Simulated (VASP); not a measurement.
Write the native input for VASP 6.6.1 that does the following.

```yaml
Task: relaxation of cell and atoms
Functional: PBE
Potentials_or_basis: VASP PAW PBE potentials, release 64 (Cd, Te)
Cutoff: 600 eV
k_mesh: 8 × 8 × 8
Occupations: gaussian, width 0.03 eV
Spin: no spin polarisation
Further_INCAR_settings: ALGO = Normal; EDIFF = 1e-07; IBRION = 2; EDIFFG = -0.005; NSW = 90; ISIF = 3
```

The structure of CdTe lies in POSCAR:

```
CdTe                                    
1.0
   -0.0000000000      3.3111409339      3.3111409339
    3.3111409339      0.0000000000      3.3111409339
    3.3111409339      3.3111409339     -0.0000000000
  Cd              Te            
     1     1
Direct
     0.0000000000000000    0.0000000000000000    0.0000000000000000
     0.2500000000000000    0.2500000000000000    0.2500000000000000
```

The input as run:

INCAR

```
SYSTEM = CdTe
ALGO     = Normal         ! electronic algorithm
EDIFF    = 1E-7           ! SCF threshold, eV
EDIFFG   = -0.005         ! ionic threshold
ENCUT    = 600            ! plane-wave cutoff, eV
GGA      = PE             ! functional
IBRION   = 2              ! ionic algorithm
ISIF     = 3              ! what is computed and relaxed
ISMEAR   = 0              ! smearing method
LASPH    = .True.         ! aspherical terms in the spheres
LCHARG   = .False.        ! write CHGCAR
LREAL    = .False.        ! projectors in reciprocal space
LWAVE    = .False.        ! write WAVECAR
NELM     = 80             ! most SCF steps
NSW      = 90             ! ionic steps
PREC     = Accurate       ! precision mode
SIGMA    = 0.03           ! smearing width, eV
```

KPOINTS

```
k-points
0
Gamma
  8 8 8
  0 0 0
```

Potentials or basis: VASP PAW PBE potentials, release 64 (Cd, Te).

Launch:

```console
$ cat potpaw_PBE.64/Cd/POTCAR potpaw_PBE.64/Te/POTCAR > POTCAR
$ mpirun -np 1 vasp_std > vasp.out
```

Results of the run:

The pressure after relaxing is 0.0 GPa and the band gap on the k mesh is 0.58 eV, direct.

Caveat: the relaxation stopped at its first step, so nothing moved; spin-orbit coupling is left out, which moves the levels of the heavy elements.

Wall time 28 s on 1 thread of AMD EPYC 9R45 96-Core Processor (Zen 5), on a shared host, peak memory 0.22 GiB.
